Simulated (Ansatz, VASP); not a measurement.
## KBr: VASP beside Ansatz

File INCAR:

```
ALGO = Normal ; EDIFF = 1E-6
ENCUT = 520 ; ISIF = 2
ISMEAR = 0 ; LASPH = True
LCHARG = True ; LELF = True
LREAL = False ; LVHAR = True
LWAVE = False ; NBANDS = 15
NELM = 60 ; PREC = Accurate
SIGMA = 0.05
```

KPOINTS

```
k-points
0
Gamma
  6 6 6
```

The input POSCAR:

```
KBr
1.0
    0.0617343750      3.2925000000      3.2925000000
    3.3542343750      0.0000000000      3.3542343750
    3.2925000000      3.2925000000      0.0617343750
K Br
1 1
Direct
    0.0000000000      0.0000000000      0.0000000000
    0.5000000000      0.5000000000      0.5000000000
```

Input for Ansatz:

```yaml
crystal:
  lattice:
    - [0.061734375, 3.2925, 3.2925]
    - [3.354234375, 0.0, 3.354234375]
    - [3.2925, 3.2925, 0.061734375]
  atoms:
    - { symbol: K, position: [0.0, 0.0, 0.0] }
    - { symbol: Br, position: [0.5, 0.5, 0.5] }
basis:
  ecutwfc: 420
kpoints:
  mp_grid: { grid: [6, 6, 6] }
hamiltonian:
  xc: lda
scf:
  occupations: { method: gaussian, width: 0.05 }
output:
  forces: true
  stress: true
  eigenvalues: true
```

Change from the starting cell: strain +0.0375 x Voigt [0, 0, 0, 0, 1, 0], atoms carried along.

Alike in both runs: task single point; functional LDA; k mesh 6 × 6 × 6; occupations gaussian, width 0.05 eV; no spin polarisation.

|  | VASP | Ansatz |
| --- | --- | --- |
| version | VASP 6.6.1 | Ansatz 0.2.0 |
| potentials or method | VASP PAW LDA potentials, release 64 (K_sv, Br) | scalar-relativistic, plane waves, PAW |
| plane-wave cutoff (eV) | 520 | 420 |
| valence electrons in the cell | 16 | 16 |

VASP gave:

| Item | Value |
| --- | --- |
| gap on the k mesh at the Fermi level (eV) | 4.01 |
| least direct gap on the mesh (eV) | 4.01 |
| pressure (GPa) | -1.5 |
| largest component of the traceless stress (GPa) | 0.21 |

Which values does Ansatz return?

gap on the k mesh at the Fermi level (eV): 4.00; least direct gap on the mesh (eV): 4.00; pressure (GPa): -1.6; largest component of the traceless stress (GPa): 0.21.
